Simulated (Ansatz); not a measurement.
Ribbons are cut from the relaxed C monolayer (P6/mmm, bond 1.42 Å, gap on the mesh 0.00 eV); N counts dimer lines (armchair) or zigzag chains, and the edge energy is per length, the mean of both edges over the sheet.

Level of theory: DFT PBE, scalar-relativistic, plane waves, PAW in Ansatz.

Cutoff 420 eV, Gaussian smearing of 0.05 eV, energies at zero smearing, symmetry of each start kept, collinear spin where a moment is listed.

```tsv
start	atoms	k mesh	edge energy (eV/Å)	period (Å)	gap on the mesh (eV)	size of the moment (μB per cell)
zigzag, N = 5	10	1×1×36	1.306	2.482	0	-
zigzag, N = 5, edge spins started parallel	10	1×1×36	1.182	2.475	0	2.50
armchair, N = 5	10	1×1×13	0.970	4.386	0.46	-
```

An odd mesh misses points on the zone edge, so a gap read on it can be too wide.

Edges run without spin may have a lower magnetic state.